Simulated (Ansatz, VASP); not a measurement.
**Si in VASP and in Ansatz**

The input INCAR:

```
PREC     = Accurate       # precision mode
ENCUT    = 520            # plane-wave cutoff, eV
EDIFF    = 1E-6           # SCF threshold, eV
ISMEAR   = 0              # smearing method
SIGMA    = 0.01           # smearing width, eV
LREAL    = False          # projectors in reciprocal space
LASPH    = True           # aspherical terms in the spheres
NELM     = 60             # most SCF steps
ALGO     = Normal         # electronic algorithm
ISIF     = 2              # what is computed and relaxed
LWAVE    = False          # write WAVECAR
LCHARG   = False          # write CHGCAR
GGA      = PS             # functional
NBANDS   = 11             # bands
```

File KPOINTS:

```
Automatic mesh
0
Gamma
  8 8 8
```

File POSCAR:

```
Si
1.0
    0.0000000000      2.7167280764      2.7031444360
    2.7167280764      0.0000000000      2.7031444360
    2.7167280764      2.7167280764      0.0000000000
Si
2
Direct
    0.2500000000      0.2500000000      0.2500000000
    0.0000000000      0.0000000000      0.0000000000
```

Input for Ansatz:

```yaml
crystal:
  lattice:
    - [0.0, 2.71672807639, 2.70314443601]
    - [2.71672807639, 0.0, 2.70314443601]
    - [2.71672807639, 2.71672807639, 0.0]
  atoms:
    - { symbol: Si, position: [0.25, 0.25, 0.25] }
    - { symbol: Si, position: [0.0, 0.0, 0.0] }
kpoints:
  mp_grid: { grid: [8, 8, 8] }
scf:
  occupations: { method: fixed }
  convergence: { dr2_threshold: 1.0e-10 }
hamiltonian:
  xc: pbesol
  pseudopotentials: { kind: all_electron, lapw: { basis_error: 0.0005 } }
output:
  forces: true
  stress: true
  eigenstates:
    kpoints:
      - [0.0, 0.0, 0.0]
      - [0.0, 0.422377749, 0.422377749]
      - [0.422377749, 0.0, 0.422377749]
      - [0.422377749, 0.422377749, 0.0]
      - [-0.5, 0.0, -0.5]
      - [0.0, -0.5, -0.5]
      - [-0.5, -0.5, 0.0]
      - [-0.5, 0.0, 0.0]
      - [0.0, -0.5, 0.0]
      - [0.0, 0.0, -0.5]
      - [-0.5, -0.5, -0.5]
  eigenvalues: true
```

Change from the starting cell: z stretched by -0.5 %, x and y held.

Alike in both runs: task single point; functional PBEsol; k mesh 8 × 8 × 8; no spin polarisation.

```csv
,VASP,Ansatz
version,VASP 6.6.1,Ansatz 0.2.0
potentials or method,"VASP PAW PBE potentials, release 64 (Si)","all-electron LAPW, scalar-relativistic"
plane-wave cutoff (eV),520,see its input
occupations,"gaussian, width 0.01 eV",fixed
```

|  | VASP | Ansatz | Ansatz less VASP |
| --- | --- | --- | --- |
| gap on the k mesh at the Fermi level (eV) | 0.44 | 0.45 | +0.008 |
| pressure (GPa) | 0.6 | 0.4 | -0.17 |
| largest component of the traceless stress (GPa) | 0.31 | 0.31 | +0.001 |

Ansatz ran all-electron here, so the differences hold the error of VASP's frozen core and of both bases.

Caveats: the PAW data sets were made with another functional, which shifts forces and pressure a little (VASP).
